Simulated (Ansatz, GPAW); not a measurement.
**Geometry or basis: what sets the conductance of CN in line between two Au chains**

Wanted: T(E) of CN in line between two Au chains at a relaxed geometry in two programs, beside the unrelaxed structure.

Main program and level: GPAW 26.7.0 and Ansatz 0.2.0; Ansatz plane waves; relaxation of the junction with the lead ends held, in the first sound run; inputs show where later runs differ.

## (1) The starting structure

The cell holds 14 atoms: 12 Au, 1 C and 1 N. Its edges and angles: a = 9.000 Å, b = 9.000 Å, c = 33.634 Å, α = 90.0°, β = 90.0°, γ = 90.0°. Regions: left lead, 6 atoms (6 Au); channel, 2 atoms (1 C and 1 N); right lead, 6 atoms (6 Au). Vacuum lies along a and b. The structure is stacked along c, and the current runs across the ab planes.

## (2) Relaxing the atoms

Transmission follows bond lengths closely, so the atoms between the held lead ends are relaxed first, from a slightly shaken start that lets symmetry break.

Input file input.yaml:

```yaml
crystal:
  lattice:
    - [9.0, 0.0, 0.0]
    - [0.0, 9.0, 0.0]
    - [0.0, 0.0, 33.6341]
  atoms:
    - { symbol: Au, position: [0.5, 0.5, 0.0386512498] }
    - { symbol: Au, position: [0.5, 0.5, 0.1159537493] }
    - { symbol: Au, position: [0.5, 0.5, 0.1932562489] }
    - { symbol: Au, position: [0.5, 0.5, 0.2705587484] }
    - { symbol: Au, position: [0.5023183992, 0.4967350861, 0.3464577702] }
    - { symbol: Au, position: [0.4902500981, 0.4988225595, 0.4262765524] }
    - { symbol: C, position: [0.5001102421, 0.5017061468, 0.4837292256] }
    - { symbol: "N", position: [0.4970595138, 0.5088409557, 0.5171178284] }
    - { symbol: Au, position: [0.5012451769, 0.5091319361, 0.5747343448] }
    - { symbol: Au, position: [0.5003809817, 0.4982937349, 0.6524371336] }
    - { symbol: Au, position: [0.5, 0.5, 0.7294412516] }
    - { symbol: Au, position: [0.5, 0.5, 0.8067437511] }
    - { symbol: Au, position: [0.5, 0.5, 0.8840462507] }
    - { symbol: Au, position: [0.5, 0.5, 0.9613487502] }
kpoints:
  mp_grid: { grid: [1, 1, 3] }
hamiltonian:
  xc: pbe
scf:
  occupations: { method: fermi_dirac, width: 0.1 }
relax:
  f_tol: 0.03
  max_steps: 80
  constraints: [{ sites: [0, 1, 2, 3, 10, 11, 12, 13] }]
```

Started as:

```console
ansatz run input.yaml --threads 4 --pin off --max-ram 8192MiB --backend cpu --events-out ev --progress --plain --runs-dir out
```

Numbers of over 12 decimals in the logs are rounded to 6 here.

What it wrote:

```text
Engine: ansatz 0.2.0, x86_64-unknown-linux-gnu
Pseudopotentials: kind: paw
Pseudopotential: Au, paw, valence charge 19, recommended cutoff 420 eV (normal), Au.paw.azcp
Pseudopotential: C, paw, valence charge 4, recommended cutoff 420 eV (normal), C.paw.azcp
Pseudopotential: N, paw, valence charge 5, recommended cutoff 420 eV (normal), N.paw.azcp
Functional definition: PBE
  parameter kappa = 0.804
  parameter beta = 0.066725
  exchange = pbe_x(kappa = kappa, mu = beta*pi^2/3)
  correlation = pbe_c(beta = beta)
Crystal: 14 atoms, lattice volume = 2724.362 Å³
Basis set: ecut = 420 eV, 53261 PW (Γ), exchange–correlation on 128×128×450 points (8 copies of the dense FFT grid, shifted against one another)
Bands: 143, of which v1, the nominal top of the filled ones, is band 119 counted from 1 (118 counted from 0)
Symmetry: 1 space group operations
Space group: P1 (ITA 1), of the structure as read, at distance tolerance 1.4e-4 Å
k-points: 2 of 3 (time reversal used)
Non-local potential: Au, projectors of the file, l = 0: 3, l = 1: 2, l = 2: 2, l = 3: 1
Non-local potential: C, projectors of the file, l = 0: 2, l = 1: 2, l = 2: 1
Non-local potential: N, projectors of the file, l = 0: 2, l = 1: 2, l = 2: 1
PAW form: soft (Blöchl's): semilocal exchange-correlation on the pseudo side does not see the compensation charge
PAW one-centre angular grid: Au, 590 points (default); XC on 64 Gauss nodes
PAW one-centre angular grid: C, 110 points (default); XC on 64 Gauss nodes
PAW one-centre angular grid: N, 110 points (default); XC on 64 Gauss nodes
Initial density: superposition of atomic densities (neutral atoms: chi_scale 0, normalization atom), corrected by the library's trained network
Initial wavefunctions: pseudopotential atomic-orbital guess
Functional: x = pbe(κ = 0.804, μ = 0.219515), c = pbe(β = 0.066725)
SCF iter   1: F=—  HF=-158408.657367 eV  |F-HF|=—  |Δ(HF+E_count)|=         —  Δρ=3.05e-3  dr2=5.41e-1  ethr=1.77e-3  ⟨swp⟩=7.0  Hψ=1089  notcnv=0  defer=16
preconditioner: auto → LDOS  [insulator: Δε(μ)=0.366 eV  Ē_g=6.655 eV  σ=0.100 eV  W_gap=0.70  n_scr=278 (ndim 8)  ℏωp=8.4 eV  f_vac=0.791  D(μ)=11.46/eV (n_scr^D=28)  ε∞_Penn≈2.6  β→1.0]
SCF iter   2: F=—  HF=-158408.636399 eV  |F-HF|=—  |Δ(HF+E_count)|=   2.10e-2  Δρ=2.72e-3  dr2=3.35e-1  ethr=2.28e-4  ⟨swp⟩=3.0  Hψ=692  notcnv=0  defer=28
SCF iter   3: F=—  HF=-158408.581444 eV  |F-HF|=—  |Δ(HF+E_count)|=   5.50e-2  Δρ=8.90e-4  dr2=6.34e-2  ethr=1.41e-4  ⟨swp⟩=2.0  Hψ=464  notcnv=0  defer=28
SCF iter   4: F=—  HF=-158408.573630 eV  |F-HF|=—  |Δ(HF+E_count)|=   7.81e-3  Δρ=3.83e-4  dr2=9.66e-3  ethr=2.67e-5  ⟨swp⟩=2.0  Hψ=386  notcnv=0  defer=28
SCF iter   5: F=—  HF=-158408.573355 eV  |F-HF|=—  |Δ(HF+E_count)|=   2.75e-4  Δρ=2.04e-4  dr2=2.56e-3  ethr=4.08e-6  ⟨swp⟩=2.0  Hψ=357  notcnv=0  defer=28
SCF iter   6: F=—  HF=-158408.573335 eV  |F-HF|=—  |Δ(HF+E_count)|=   2.02e-5  Δρ=9.06e-5  dr2=5.93e-4  ethr=1.08e-6  ⟨swp⟩=2.5  Hψ=466  notcnv=0  defer=28
SCF iter   7: F=—  HF=-158408.573344 eV  |F-HF|=—  |Δ(HF+E_count)|=   9.06e-6  Δρ=3.96e-5  dr2=7.94e-5  ethr=2.50e-7  ⟨swp⟩=3.0  Hψ=390  notcnv=0  defer=28
SCF iter   8: F=—  HF=-158408.573351 eV  |F-HF|=—  |Δ(HF+E_count)|=   6.95e-6  Δρ=1.85e-5  dr2=2.78e-5  ethr=9.49e-9  ⟨swp⟩=5.0  Hψ=1029  notcnv=0
SCF iter   9: F=-158408.573353 eV  HF=-158408.573356 eV  |F-HF|=2.89e-6  |Δ(HF+E_count)|=   4.50e-6  Δρ=9.45e-6  dr2=5.86e-6  ethr=9.49e-9  ⟨swp⟩=4.0  Hψ=884  notcnv=0
SCF 1 converged in 9 iterations: F = -158408.573353 eV  dr2 = 5.86e-6
  greatest PAW one-centre occupation: 1.000 electrons in one spin orbital (limit 2), on the Au atom at site 5 (counted from 0), in its partial waves of l = 0
relax step   1: F+E_penalty+E_count = -158408.57335293 eV  Δ(F+E_penalty+E_count) = +0.000e0 eV  max|allowed force component| = 5.387e0 eV/Å  Δτ_max = 0.0000 Å  (9 SCF iters, dr2 threshold 2.25e-5 eV, accepted)
Initial density: handed on by an earlier stage of this run
Initial wavefunctions: those handed on with the density
iter 1 solved again at ethr=1.06e-4 eV; its pass at ethr=3.10e-3 eV (dr2=2.50e-1 eV) is discarded
SCF iter   1: F=—  HF=-158408.885228 eV  |F-HF|=—  |Δ(HF+E_count)|=         —  Δρ=3.51e-3  dr2=2.78e-1  ethr=1.06e-4  ⟨swp⟩=2.0  Hψ=949  notcnv=0  defer=28
preconditioner: auto → LDOS  [insulator: Δε(μ)=0.321 eV  Ē_g=6.523 eV  σ=0.100 eV  W_gap=0.66  n_scr=278 (ndim 8)  ℏωp=8.4 eV  f_vac=0.792  D(μ)=12.78/eV (n_scr^D=36)  ε∞_Penn≈2.7  β→1.0]
SCF iter   2: F=—  HF=-158408.886340 eV  |F-HF|=—  |Δ(HF+E_count)|=   1.11e-3  Δρ=2.66e-3  dr2=3.10e-1  ethr=1.06e-4  ⟨swp⟩=3.0  Hψ=577  notcnv=0  defer=28
SCF iter   3: F=—  HF=-158408.816641 eV  |F-HF|=—  |Δ(HF+E_count)|=   6.97e-2  Δρ=5.18e-4  dr2=1.39e-2  ethr=1.06e-4  ⟨swp⟩=2.0  Hψ=430  notcnv=0  defer=28
SCF iter   4: F=—  HF=-158408.814521 eV  |F-HF|=—  |Δ(HF+E_count)|=   2.12e-3  Δρ=1.52e-4  dr2=9.66e-4  ethr=5.86e-6  ⟨swp⟩=2.0  Hψ=542  notcnv=0  defer=28
SCF iter   5: F=—  HF=-158408.814456 eV  |F-HF|=—  |Δ(HF+E_count)|=   6.50e-5  Δρ=5.92e-5  dr2=2.39e-4  ethr=4.08e-7  ⟨swp⟩=2.0  Hψ=400  notcnv=0  defer=28
SCF iter   6: F=-158408.814455 eV  HF=-158408.814476 eV  |F-HF|=2.07e-5  |Δ(HF+E_count)|=   1.95e-5  Δρ=3.13e-5  dr2=6.10e-5  ethr=4.22e-8  ⟨swp⟩=3.0  Hψ=1056  notcnv=0
SCF 2 converged in 6 iterations: F = -158408.814455 eV  dr2 = 6.10e-5
relax step   2: F+E_penalty+E_count = -158408.81445520 eV  Δ(F+E_penalty+E_count) = -2.411e-1 eV  max|allowed force component| = 6.040e-1 eV/Å  Δτ_max = 0.1944 Å  (6 SCF iters, dr2 threshold 1.00e-4 eV, accepted)
SCF iter   1: F=—  HF=-158409.043445 eV  |F-HF|=—  |Δ(HF+E_count)|=         —  Δρ=2.76e-3  dr2=2.22e-1  ethr=1.29e-3  ⟨swp⟩=4.0  Hψ=610  notcnv=0  defer=28
preconditioner: auto → LDOS  [insulator: Δε(μ)=0.374 eV  Ē_g=6.517 eV  σ=0.100 eV  W_gap=0.71  n_scr=278 (ndim 8)  ℏωp=8.4 eV  f_vac=0.791  D(μ)=11.19/eV (n_scr^D=28)  ε∞_Penn≈2.7  β→1.0]
SCF iter   2: F=—  HF=-158409.035730 eV  |F-HF|=—  |Δ(HF+E_count)|=   7.72e-3  Δρ=1.74e-3  dr2=1.46e-1  ethr=9.38e-5  ⟨swp⟩=3.0  Hψ=552  notcnv=0  defer=28
SCF iter   3: F=—  HF=-158408.994884 eV  |F-HF|=—  |Δ(HF+E_count)|=   4.08e-2  Δρ=3.26e-4  dr2=4.39e-3  ethr=6.17e-5  ⟨swp⟩=2.0  Hψ=452  notcnv=0  defer=28
SCF iter   4: F=—  HF=-158408.994532 eV  |F-HF|=—  |Δ(HF+E_count)|=   3.52e-4  Δρ=1.03e-4  dr2=5.90e-4  ethr=1.85e-6  ⟨swp⟩=2.0  Hψ=477  notcnv=0  defer=28
SCF iter   5: F=—  HF=-158408.994509 eV  |F-HF|=—  |Δ(HF+E_count)|=   2.32e-5  Δρ=4.82e-5  dr2=1.38e-4  ethr=2.49e-7  ⟨swp⟩=2.0  Hψ=398  notcnv=0  defer=28
SCF iter   6: F=—  HF=-158408.994523 eV  |F-HF|=—  |Δ(HF+E_count)|=   1.46e-5  Δρ=2.79e-5  dr2=4.87e-5  ethr=5.83e-8  ⟨swp⟩=2.0  Hψ=310  notcnv=0  defer=28
SCF iter   7: F=-158408.994527 eV  HF=-158408.994530 eV  |F-HF|=3.66e-6  |Δ(HF+E_count)|=   7.17e-6  Δρ=1.30e-5  dr2=1.06e-5  ethr=9.62e-9  ⟨swp⟩=5.0  Hψ=897  notcnv=0
SCF 3 converged in 7 iterations: F = -158408.994527 eV  dr2 = 1.06e-5
relax step   3: F+E_penalty+E_count = -158408.99452680 eV  Δ(F+E_penalty+E_count) = -1.801e-1 eV  max|allowed force component| = 8.067e-1 eV/Å  Δτ_max = 0.1954 Å  (7 SCF iters, dr2 threshold 2.28e-5 eV, accepted)
[...]
relax step   4: F+E_penalty+E_count = -158409.11576494 eV  Δ(F+E_penalty+E_count) = -1.212e-1 eV  max|allowed force component| = 5.893e-1 eV/Å  Δτ_max = 0.1953 Å  (6 SCF iters, dr2 threshold 4.07e-5 eV, accepted)
[...]
relax step   5: F+E_penalty+E_count = -158409.16731006 eV  Δ(F+E_penalty+E_count) = -5.155e-2 eV  max|allowed force component| = 4.420e-1 eV/Å  Δτ_max = 0.2000 Å  (6 SCF iters, dr2 threshold 1.00e-4 eV, accepted)
[...]
relax step   6: F+E_penalty+E_count = -158409.17854330 eV  Δ(F+E_penalty+E_count) = -1.123e-2 eV  max|allowed force component| = 1.864e-1 eV/Å  Δτ_max = 0.1845 Å  (6 SCF iters, dr2 threshold 1.00e-4 eV, accepted)
[...]
relax step   7: F+E_penalty+E_count = -158409.17708443 eV  Δ(F+E_penalty+E_count) = +1.459e-3 eV  max|allowed force component| = 1.121e-1 eV/Å  Δτ_max = 0.0871 Å  (6 SCF iters, dr2 threshold 6.18e-6 eV, rejected (line search))
[...]
relax step   8: F+E_penalty+E_count = -158409.18149680 eV  Δ(F+E_penalty+E_count) = -2.953e-3 eV  max|allowed force component| = 8.201e-2 eV/Å  Δτ_max = 0.0435 Å  (7 SCF iters, accepted)
[...]
relax step   9: F+E_penalty+E_count = -158409.18216006 eV  Δ(F+E_penalty+E_count) = -6.633e-4 eV  max|allowed force component| = 1.311e-2 eV/Å  Δτ_max = 0.0406 Å  (6 SCF iters, dr2 threshold 1.20e-6 eV, accepted)
iter 1 solved again at ethr=1.03e-10 eV; its pass at ethr=3.10e-3 eV (dr2=2.43e-7 eV) is discarded
SCF iter   1: F=—  HF=-158409.182240 eV  |F-HF|=—  |Δ(HF+E_count)|=         —  Δρ=2.97e-6  dr2=2.45e-7  ethr=1.03e-10  ⟨swp⟩=2.0  Hψ=680  notcnv=0  defer=28
preconditioner: auto → LDOS  [insulator: Δε(μ)=0.432 eV  Ē_g=6.464 eV  σ=0.100 eV  W_gap=0.76  n_scr=278 (ndim 8)  ℏωp=8.4 eV  f_vac=0.790  D(μ)=10.54/eV (n_scr^D=28)  ε∞_Penn≈2.7  β→1.0]
SCF iter   2: F=—  HF=-158409.182160 eV  |F-HF|=—  |Δ(HF+E_count)|=   8.02e-5  Δρ=3.96e-6  dr2=5.51e-7  ethr=1.03e-10  ⟨swp⟩=3.0  Hψ=515  notcnv=0  defer=28
SCF iter   3: F=-158409.182160 eV  HF=-158409.182160 eV  |F-HF|=3.91e-8  |Δ(HF+E_count)|=   7.35e-8  Δρ=1.32e-6  dr2=5.42e-8  ethr=4.22e-11  ⟨swp⟩=3.0  Hψ=1026  notcnv=0
SCF 10 converged in 3 iterations: F = -158409.182160 eV  dr2 = 5.42e-8
relax step  10: F+E_penalty+E_count = -158409.18216018 eV  Δ(F+E_penalty+E_count) = -1.232e-7 eV  max|allowed force component| = 1.327e-2 eV/Å  Δτ_max = 0.0000 Å  (3 SCF iters, accepted)
SCF converged after 3 iterations
Free energy (F): -158409.182160 eV
Harris-Foulkes:  -158409.182160 eV  (|F-HF|=3.91e-8)
Internal energy: -158408.784064 eV  (E = F + TS)
E sigma→0 (E₀):  -158408.983112 eV
Entropy (-TS):   -0.398096 eV (-28.435 meV/atom)
Fermi energy:    -4.374430 eV
--- Per-component energies (eV) ---
  E_band       = -7706.777267
  E_kinetic    = 7476.010836
  E_local      = -77664.679492  (includes V_loc(G=0)·N_el)
  E_nonlocal   = 974.447315
  E_hartree    = 34647.427521
  E_xc         = -2815.472809
  E_vxc        = -3395.681125  (∫ρ·V_xc dr)
  E_paw        = -116720.457554  (= ΣΔE_a)
  E_vpaw       = -4391.750222  (= ΣTr[D̂ρ^β])
  E_aug_tail   = 0.017360  (compensation charges beyond the density's cutoff)
  E_ewald      = -4306.077241
  E_smearing   = -0.398096  (= −TS)
  E_closure    = 0.000000  (closes the sum)
  Σ components = -158409.182160   (vs F -158409.182160, Δ=0.00e0)
--- Forces (eV/Å), atoms counted from 1 ---
  atom   1  Au    -0.00409327     0.00320951     0.10067850
  atom   2  Au    -0.00321177     0.00059687    -0.12017069
  atom   3  Au     0.05739088    -0.01235083     0.13362636
  atom   4  Au    -0.06058203     0.00587423     0.53760101
  atom   5  Au     0.00527456    -0.00444778    -0.00032637
  atom   6  Au    -0.00675123     0.00285979    -0.00598509
  atom   7  C      0.00169531    -0.00217466    -0.00185921
  atom   8  N      0.00093308     0.00224182     0.01327216
  atom   9  Au    -0.00009637    -0.00303019    -0.00240874
  atom  10  Au     0.00327232    -0.00010620     0.00217147
  atom  11  Au     0.02189128     0.06316543    -0.51346600
  atom  12  Au    -0.01556414    -0.05896188    -0.17089961
  atom  13  Au    -0.00044619    -0.00145538     0.13110359
  atom  14  Au     0.00028081     0.00457757    -0.10376392
  max |Σ_I F_I| component: 4.27e-4 eV/Å
--- Relaxed structure (10 steps of the walk, 9 accepted, 0 SCFs on fresh bases) ---
  F+E_penalty+E_count = -158409.18216018 eV   max|allowed force component| = 1.327e-2 eV/Å
  atoms:
    - { symbol: Au, position: [0.5, 0.5, 0.0386512498] }
    - { symbol: Au, position: [0.5, 0.5, 0.115954] }
    - { symbol: Au, position: [0.5, 0.5, 0.1932562489] }
    - { symbol: Au, position: [0.5, 0.5, 0.270559] }
    - { symbol: Au, position: [0.587115, 0.484979, 0.347326] }
    - { symbol: Au, position: [0.506743, 0.494286, 0.423856] }
    - { symbol: C, position: [0.503382, 0.492688, 0.482567] }
    - { symbol: N, position: [0.503010, 0.492135, 0.517462] }
    - { symbol: Au, position: [0.499251, 0.486307, 0.578057] }
    - { symbol: Au, position: [0.473843, 0.410581, 0.653084] }
    - { symbol: Au, position: [0.5, 0.5, 0.729441] }
    - { symbol: Au, position: [0.5, 0.5, 0.8067437511] }
    - { symbol: Au, position: [0.5, 0.5, 0.8840462507] }
    - { symbol: Au, position: [0.5, 0.5, 0.9613487502] }
```

It took 68 s on 4 threads of Intel Xeon 6975P-C (Granite Rapids), shared host; peak memory 3.4 GiB; 4.3 min of CPU time.

This run has no spin polarisation although its electron count is odd.

The steps of the relaxation:

```csv
step,energy less that of the first step (eV),largest force component (eV/Å)
1,0.0000,5.3874
2,-0.2411,0.6040
3,-0.4212,0.8067
4,-0.5424,0.5893
5,-0.5940,0.4420
6,-0.6052,0.1864
7,-0.6037,0.1121
8,-0.6081,0.0820
9,-0.6088,0.0131
10,-0.6088,0.0133
```

Relaxation step 7 was tried and not accepted.

The atoms that moved most (Å):

```csv
atom,dx,dy,dz,length
Au10,-0.239,-0.789,0.022,0.825
Au5,0.763,-0.106,0.029,0.771
Au9,-0.018,-0.205,0.112,0.235
Au6,0.148,-0.041,-0.081,0.174
N8,0.054,-0.150,0.012,0.160
C7,0.029,-0.081,-0.039,0.095
```

This step gave:

* free energy: -158409.1822 eV
* smearing term TS: 0.3981 eV
* symmetry operations: 1

The relaxation lowered the energy of the cell by 0.609 eV.

(Part 1 of 3 ends here.)

[Logs are printed without paths, hosts, clocks, repeated set-up lines and the standing remarks that a program may print on its own settings, such as how far it seeks lower states.]

[Hosts, paths, dates, database ids (printed as entryN), source tags and the programs' standing remarks are cut or masked in the printed files.]
